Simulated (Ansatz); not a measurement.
An Ansatz (a program for electronic structure) run. Input:

Ansatz 0.2 input:
```yaml
crystal:
  lattice:
    - [4.4283251182, 0.0, 0.0]
    - [0.0, 4.4283251182, 0.0]
    - [0.0, 0.0, 2.8843718253]
  atoms:
    - { symbol: Ge, position: [0.5, 0.5, 0.5] }
    - { symbol: Ge, position: [0.0, 0.0, 0.0] }
    - { symbol: O, position: [0.6936990468, 0.6936990468, 0.0] }
    - { symbol: O, position: [0.3063009532, 0.3063009532, 0.0] }
    - { symbol: O, position: [0.8063009532, 0.1936990468, 0.5] }
    - { symbol: O, position: [0.1936990468, 0.8063009532, 0.5] }
kpoints:
  mp_grid: { grid: [6, 6, 10] }
hamiltonian:
  xc: pbesol
  pseudopotentials: { azcp: { folder: ./paw }, kind: paw }
scf:
  occupations: { method: fixed }
elastic: { mode: relaxed_ion, stencil: two_point, amplitude: 0.005, f_tol: 0.0005 }
```

Output (shortened):

```
Pseudopotential: Ge, paw, valence charge 14
Pseudopotential: O, paw, valence charge 6
Functional definition: PBEsol
Crystal: 6 atoms, lattice volume = 56.563 Å³
Basis set: ecut = 420 eV, 1121 PW (Γ), exchange–correlation on 60×60×40 points (8 copies of the dense FFT grid, shifted against one another)
Bands: 32, of which v1, the nominal top of the filled ones, is band 26 counted from 1 (25 counted from 0)
Symmetry: 16 space group operations
Space group: P42/mnm (ITA 136), of the structure as read, at distance tolerance 3.8e-5 Å
k-points: 60 of 360
SCF 1 converged in 12 iterations: F = -10750.617750 eV  dr2 = 1.70e-14
Crystal: 6 atoms, lattice volume = 56.280 Å³
Basis set: ecut = 420 eV, 1105 PW (Γ), exchange–correlation on 60×60×40 points (8 copies of the dense FFT grid, shifted against one another)
Symmetry: 8 space group operations
k-points: 96 of 360
SCF 2 converged in 10 iterations: F = -10750.616085 eV  dr2 = 6.14e-14
relax step   1: F+E_penalty+E_count = -10750.61608503 eV  Δ(F+E_penalty+E_count) = +0.000e0 eV  max|allowed force component| = 3.003e-2 eV/Å  Δτ_max = 0.0000 Å  (10 SCF iters, accepted)
Crystal: 6 atoms, lattice volume = 56.280 Å³
SCF 3 converged in 9 iterations: F = -10750.616197 eV  dr2 = 4.74e-15
relax step   2: F+E_penalty+E_count = -10750.61619706 eV  Δ(F+E_penalty+E_count) = -1.120e-4 eV  max|allowed force component| = 1.872e-2 eV/Å  Δτ_max = 0.0018 Å  (9 SCF iters, accepted)
Crystal: 6 atoms, lattice volume = 56.280 Å³
SCF 4 converged in 9 iterations: F = -10750.616308 eV  dr2 = 2.60e-14
relax step   3: F+E_penalty+E_count = -10750.61630843 eV  Δ(F+E_penalty+E_count) = -1.114e-4 eV  max|allowed force component| = 1.626e-3 eV/Å  Δτ_max = 0.0055 Å  (9 SCF iters, accepted)
Crystal: 6 atoms, lattice volume = 56.280 Å³
SCF 5 converged in 8 iterations: F = -10750.616309 eV  dr2 = 1.55e-14
relax step   4: F+E_penalty+E_count = -10750.61630902 eV  Δ(F+E_penalty+E_count) = -5.889e-7 eV  max|allowed force component| = 3.415e-5 eV/Å  Δτ_max = 0.0003 Å  (8 SCF iters, accepted)
Crystal: 6 atoms, lattice volume = 56.280 Å³
SCF 6 converged in 10 iterations: F = -10750.616309 eV  dr2 = 1.85e-17
Crystal: 6 atoms, lattice volume = 56.846 Å³
SCF 7 converged in 10 iterations: F = -10750.616230 eV  dr2 = 6.25e-14
relax step   1: F+E_penalty+E_count = -10750.61622969 eV  Δ(F+E_penalty+E_count) = +0.000e0 eV  max|allowed force component| = 3.076e-2 eV/Å  Δτ_max = 0.0000 Å  (10 SCF iters, accepted)
Crystal: 6 atoms, lattice volume = 56.846 Å³
SCF 8 converged in 10 iterations: F = -10750.616450 eV  dr2 = 2.52e-15
relax step   2: F+E_penalty+E_count = -10750.61645039 eV  Δ(F+E_penalty+E_count) = -2.207e-4 eV  max|allowed force component| = 9.193e-4 eV/Å  Δτ_max = 0.0076 Å  (10 SCF iters, accepted)
Crystal: 6 atoms, lattice volume = 56.846 Å³
SCF 9 converged in 8 iterations: F = -10750.616451 eV  dr2 = 4.27e-14
relax step   3: F+E_penalty+E_count = -10750.61645101 eV  Δ(F+E_penalty+E_count) = -6.202e-7 eV  max|allowed force component| = 5.362e-6 eV/Å  Δτ_max = 0.0005 Å  (8 SCF iters, accepted)
Crystal: 6 atoms, lattice volume = 56.846 Å³
SCF 10 converged in 10 iterations: F = -10750.616451 eV  dr2 = 3.37e-17
Crystal: 6 atoms, lattice volume = 56.280 Å³
SCF 11 converged in 11 iterations: F = -10750.615282 eV  dr2 = 4.05e-15
relax step   1: F+E_penalty+E_count = -10750.61528197 eV  Δ(F+E_penalty+E_count) = +0.000e0 eV  max|allowed force component| = 1.084e-2 eV/Å  Δτ_max = 0.0000 Å  (11 SCF iters, accepted)
Crystal: 6 atoms, lattice volume = 56.280 Å³
SCF 12 converged in 8 iterations: F = -10750.615294 eV  dr2 = 2.24e-14
relax step   2: F+E_penalty+E_count = -10750.61529354 eV  Δ(F+E_penalty+E_count) = -1.156e-5 eV  max|allowed force component| = 6.329e-3 eV/Å  Δτ_max = 0.0002 Å  (8 SCF iters, accepted)
Crystal: 6 atoms, lattice volume = 56.280 Å³
SCF 13 converged in 8 iterations: F = -10750.615300 eV  dr2 = 3.90e-14
relax step   3: F+E_penalty+E_count = -10750.61529952 eV  Δ(F+E_penalty+E_count) = -5.981e-6 eV  max|allowed force component| = 5.893e-6 eV/Å  Δτ_max = 0.0003 Å  (8 SCF iters, accepted)
Crystal: 6 atoms, lattice volume = 56.280 Å³
SCF 14 converged in 10 iterations: F = -10750.615300 eV  dr2 = 3.72e-17
Crystal: 6 atoms, lattice volume = 56.846 Å³
SCF 15 converged in 10 iterations: F = -10750.615445 eV  dr2 = 7.66e-14
relax step   1: F+E_penalty+E_count = -10750.61544483 eV  Δ(F+E_penalty+E_count) = +0.000e0 eV  max|allowed force component| = 9.052e-3 eV/Å  Δτ_max = 0.0000 Å  (10 SCF iters, accepted)
Crystal: 6 atoms, lattice volume = 56.846 Å³
SCF 16 converged in 8 iterations: F = -10750.615457 eV  dr2 = 3.83e-14
relax step   2: F+E_penalty+E_count = -10750.61545737 eV  Δ(F+E_penalty+E_count) = -1.255e-5 eV  max|allowed force component| = 2.286e-4 eV/Å  Δτ_max = 0.0005 Å  (8 SCF iters, accepted)
Crystal: 6 atoms, lattice volume = 56.846 Å³
SCF 17 converged in 10 iterations: F = -10750.615457 eV  dr2 = 3.24e-17
Crystal: 6 atoms, lattice volume = 56.562 Å³
Basis set: ecut = 420 eV, 1113 PW (Γ), exchange–correlation on 60×60×40 points (8 copies of the dense FFT grid, shifted against one another)
Symmetry: 4 space group operations
k-points: 128 of 360
SCF 18 converged in 10 iterations: F = -10750.617030 eV  dr2 = 7.01e-15
relax step   1: F+E_penalty+E_count = -10750.61703010 eV  Δ(F+E_penalty+E_count) = +0.000e0 eV  max|allowed force component| = 1.604e-2 eV/Å  Δτ_max = 0.0000 Å  (10 SCF iters, accepted)
Crystal: 6 atoms, lattice volume = 56.562 Å³
SCF 19 converged in 8 iterations: F = -10750.617049 eV  dr2 = 6.36e-15
relax step   2: F+E_penalty+E_count = -10750.61704921 eV  Δ(F+E_penalty+E_count) = -1.912e-5 eV  max|allowed force component| = 1.061e-2 eV/Å  Δτ_max = 0.0004 Å  (8 SCF iters, accepted)
Crystal: 6 atoms, lattice volume = 56.562 Å³
SCF 20 converged in 8 iterations: F = -10750.617064 eV  dr2 = 2.59e-14
relax step   3: F+E_penalty+E_count = -10750.61706411 eV  Δ(F+E_penalty+E_count) = -1.489e-5 eV  max|allowed force component| = 4.223e-5 eV/Å  Δτ_max = 0.0007 Å  (8 SCF iters, accepted)
Crystal: 6 atoms, lattice volume = 56.562 Å³
SCF 21 converged in 10 iterations: F = -10750.617064 eV  dr2 = 1.75e-17
Crystal: 6 atoms, lattice volume = 56.562 Å³
SCF 22 converged in 10 iterations: F = -10750.617030 eV  dr2 = 6.80e-15
relax step   1: F+E_penalty+E_count = -10750.61703010 eV  Δ(F+E_penalty+E_count) = +0.000e0 eV  max|allowed force component| = 1.604e-2 eV/Å  Δτ_max = 0.0000 Å  (10 SCF iters, accepted)
Crystal: 6 atoms, lattice volume = 56.562 Å³
SCF 23 converged in 8 iterations: F = -10750.617064 eV  dr2 = 2.82e-14
relax step   2: F+E_penalty+E_count = -10750.61706405 eV  Δ(F+E_penalty+E_count) = -3.395e-5 eV  max|allowed force component| = 4.177e-4 eV/Å  Δτ_max = 0.0011 Å  (8 SCF iters, accepted)
Crystal: 6 atoms, lattice volume = 56.562 Å³
SCF 24 converged in 10 iterations: F = -10750.617064 eV  dr2 = 1.65e-17
Crystal: 6 atoms, lattice volume = 56.562 Å³
k-points: 78 of 360
SCF 25 converged in 12 iterations: F = -10750.616637 eV  dr2 = 5.25e-14
relax step   1: F+E_penalty+E_count = -10750.61663728 eV  Δ(F+E_penalty+E_count) = +0.000e0 eV  max|allowed force component| = 2.374e-3 eV/Å  Δτ_max = 0.0000 Å  (12 SCF iters, accepted)
Crystal: 6 atoms, lattice volume = 56.562 Å³
SCF 26 converged in 7 iterations: F = -10750.616638 eV  dr2 = 4.61e-14
relax step   2: F+E_penalty+E_count = -10750.61663770 eV  Δ(F+E_penalty+E_count) = -4.159e-7 eV  max|allowed force component| = 9.793e-4 eV/Å  Δτ_max = 0.0001 Å  (7 SCF iters, accepted)
Crystal: 6 atoms, lattice volume = 56.562 Å³
SCF 27 converged in 7 iterations: F = -10750.616638 eV  dr2 = 2.34e-14
relax step   3: F+E_penalty+E_count = -10750.61663777 eV  Δ(F+E_penalty+E_count) = -7.828e-8 eV  max|allowed force component| = 2.307e-5 eV/Å  Δτ_max = 0.0000 Å  (7 SCF iters, accepted)
Crystal: 6 atoms, lattice volume = 56.562 Å³
SCF 28 converged in 10 iterations: F = -10750.616638 eV  dr2 = 5.72e-17
Crystal: 6 atoms, lattice volume = 56.562 Å³
SCF 29 converged in 12 iterations: F = -10750.616637 eV  dr2 = 5.20e-14
relax step   1: F+E_penalty+E_count = -10750.61663728 eV  Δ(F+E_penalty+E_count) = +0.000e0 eV  max|allowed force component| = 2.374e-3 eV/Å  Δτ_max = 0.0000 Å  (12 SCF iters, accepted)
Crystal: 6 atoms, lattice volume = 56.562 Å³
SCF 30 converged in 8 iterations: F = -10750.616638 eV  dr2 = 1.06e-14
relax step   2: F+E_penalty+E_count = -10750.61663777 eV  Δ(F+E_penalty+E_count) = -4.892e-7 eV  max|allowed force component| = 2.051e-4 eV/Å  Δτ_max = 0.0001 Å  (8 SCF iters, accepted)
Crystal: 6 atoms, lattice volume = 56.562 Å³
SCF 31 converged in 10 iterations: F = -10750.616638 eV  dr2 = 4.90e-17
SCF converged after 12 iterations
Free energy (F): -10750.617750 eV
Harris-Foulkes:  -10750.617750 eV  (|F-HF|=3.64e-12)
Internal energy: -10750.617750 eV  (E = F + TS)
E sigma→0 (E₀):  -10750.617750 eV
Fermi energy:    9.990357 eV
--- Per-component energies (eV) ---
  E_band       = -208.243800
  E_kinetic    = 865.261987
  E_local      = -5063.578827  (includes V_loc(G=0)·N_el)
  E_nonlocal   = 669.346512
  E_hartree    = 2303.228445
  E_xc         = -421.920530
  E_vxc        = -490.473872  (∫ρ·V_xc dr)
  E_paw        = -4595.852668  (= ΣΔE_a)
  E_vpaw       = -795.259656  (= ΣTr[D̂ρ^β])
  E_aug_tail   = 0.003164  (compensation charges beyond the density's cutoff)
  E_ewald      = -4509.082860
  E_core_change = 1.977027  (= ΣΔE_core)
  E_smearing   =  0.000000  (= −TS)
  E_closure    =  0.000000  (closes the sum)
  Σ components = -10750.617750   (vs F -10750.617750, Δ=0.00e0)
--- Forces (eV/Å), atoms counted from 1 ---
  atom   1  Ge     0.00000000     0.00000000     0.00000000
  atom   2  Ge     0.00000000     0.00000000     0.00000000
  atom   3  O      0.00000961     0.00000961     0.00000000
  atom   4  O     -0.00000961    -0.00000961     0.00000000
  atom   5  O     -0.00000961     0.00000961     0.00000000
  atom   6  O      0.00000961    -0.00000961     0.00000000
  max |Σ_I F_I| component: 1.73e-18 eV/Å
--- Stress (GPa, compression-positive) ---
        0.007362       0.000000       0.000000
        0.000000       0.007362       0.000000
        0.000000       0.000000      -0.004347
  P = ⅓ Tr σ = 0.0035 GPa (0.035 kbar)
--- Band table (eV; the first three rows and the last of 60) ---
  k-point 0: bands = ["-14.5515", "-14.3160", "-14.1778", "-14.1778", "-14.1742", "-14.1056", "-14.1053", "-14.0661", "-14.0596", "-14.0596", "-10.9796", "-7.9810", "-7.9810", "-7.1632", "-0.2775", "4.5181", "4.5181", "5.0739", "5.4182", "6.6313", "7.5316", …
  k-point 1: bands = ["-14.5271", "-14.2929", "-14.2074", "-14.2074", "-14.1652", "-14.1063", "-14.1033", "-14.0660", "-14.0660", "-14.0660", "-10.8763", "-7.8810", "-7.8810", "-7.1820", "-0.2945", "4.6315", "4.6315", "4.8502", "5.5237", "6.2860", "6.9663", …
  k-point 2: bands = ["-14.4631", "-14.2837", "-14.2837", "-14.2397", "-14.1397", "-14.1051", "-14.0978", "-14.0812", "-14.0812", "-14.0662", "-10.5668", "-7.6133", "-7.6133", "-7.2720", "-0.3344", "4.4400", "4.8841", "4.9480", "4.9480", "5.8331", "6.4392", …
  k-point 59: bands = ["-14.4752", "-14.4752", "-14.2518", "-14.2518", "-14.1192", "-14.1192", "-14.0723", "-14.0723", "-14.0434", "-14.0434", "-8.3974", "-8.3974", "-7.0072", "-7.0072", "-0.2353", "-0.2353", "3.2318", "3.2318", "6.3999", "6.3999", "6.4101", …
--- Elastic constants: 4 strain directions × 2 members + reference (group order 16) ---
  dense FFT box of the reference and of every strained cell: 30×30×20
  strains applied: 11, 33, 23, 12; error gains …
  C = ∂σ_k/∂η_j (tension-positive GPa; Voigt order 11 22 33 23 13 12):
       290.623    171.705    167.467      0.000      0.000      0.000
       171.705    290.623    167.467      0.000      0.000      0.000
       167.202    167.202    535.858      0.000      0.000      0.000
         0.000      0.000      0.000    141.416      0.000      0.000
         0.000      0.000      0.000      0.000    141.416      0.000
         0.000      0.000      0.000      0.000      0.000    244.135
  reference stress σ⁰ (GPa):     -0.007     -0.007      0.004      0.000      0.000      0.000
  moduli (Voigt/Reuss/Hill, GPa): K = 236.65/221.74/229.20   G = 146.11/117.75/131.93   E = 332.07   ν = 0.259
  mechanically stable: yes (min eigenvalue of sym C = 118.92 GPa)
  strain η (Voigt 11):  stress-route row diagonal C_11 = 290.62 GPa, energy-path curvature d²(F+E_count+ΔE)/dδ²/Ω₀ = 291.15 GPa
         δ    σ_11 (GPa)             F (eV)   n_scf  n_hpsi   n_pw
    -5.000e-3      -1.4785      -10750.6163090      10   50588   1126   relax 4 steps, max|allowed force component| 3.41e-5 eV/Å
     5.000e-3       1.4278      -10750.6164510      10   52150   1130   relax 3 steps, max|allowed force component| 5.36e-6 eV/Å
  strain η (Voigt 33):  stress-route row diagonal C_33 = 535.86 GPa, energy-path curvature d²(F+E_count+ΔE)/dδ²/Ω₀ = 535.40 GPa
         δ    σ_33 (GPa)             F (eV)   n_scf  n_hpsi   n_pw
    -5.000e-3      -2.7265      -10750.6152995      10   32125   1124   relax 3 steps, max|allowed force component| 5.89e-6 eV/Å
     5.000e-3       2.6321      -10750.6154574      10   31714   1130   relax 2 steps, max|allowed force component| 2.29e-4 eV/Å
  strain η (Voigt 23):  stress-route row diagonal C_44 = 141.42 GPa, energy-path curvature d²(F+E_count+ΔE)/dδ²/Ω₀ = 141.64 GPa
         δ    σ_23 (GPa)             F (eV)   n_scf  n_hpsi   n_pw
    -5.000e-3      -0.7071      -10750.6170641      10   67493   1126   relax 3 steps, max|allowed force component| 4.22e-5 eV/Å
     5.000e-3       0.7071      -10750.6170640      10   67470   1126   relax 2 steps, max|allowed force component| 4.18e-4 eV/Å
  strain η (Voigt 12):  stress-route row diagonal C_66 = 244.14 GPa, energy-path curvature d²(F+E_count+ΔE)/dδ²/Ω₀ = 244.34 GPa
         δ    σ_12 (GPa)             F (eV)   n_scf  n_hpsi   n_pw
    -5.000e-3      -1.2207      -10750.6166378      10   41138   1126   relax 3 steps, max|allowed force component| 2.31e-5 eV/Å
     5.000e-3       1.2207      -10750.6166378      10   41185   1126   relax 2 steps, max|allowed force component| 2.05e-4 eV/Å
```

Cost: around 2.2 core-minutes (rough) on shared cores.

Space group P4_2/mnm (rutile). Symmetry was held in the PBEsol relaxation. Scalar-relativistic: spin–orbit coupling is off unless named, which matters more the heavier the elements.

Potentials: the earlier of the program's two PAW sets. The files were generated under PBE; for other functionals the program regenerates the frozen cores, and for LDA and PBEsol the local potential too.

Ansatz is a plane-wave DFT program.
